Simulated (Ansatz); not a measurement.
A crystal relaxed with r2SCAN in Ansatz 0.2.0 has space group Fm-3m (No. 225) and a = 6.290 Å.

```tsv
atom	site	x	y	z
Xx	4a	0.0000	0.0000	0.0000
Cl	4b	0.5000	0.0000	0.0000
```

The r2SCAN gap is direct at Γ: 5.83 eV. HSE06 gives a direct gap of 6.51 eV at Γ. With PBE the gap is 5.19 eV and direct, at Γ. Meshes: r2SCAN 8×8×8, HSE06 6×6×6, PBE 8×8×8. r2SCAN's ε∞ is 2.2 in all directions.

**Question.** Which element is Xx?
A. Rb
B. K
C. Na
D. Cs

**Answer.** B. Xx is K: KCl in the rocksalt structure. K has 6 Cl at 3.14 Å; Cl has 6 K at 3.14 Å.

The values are computed, spin-unpolarised, and not measurements.

The meshes of the hybrids are coarse, so their gaps aren't converged to the digits shown.
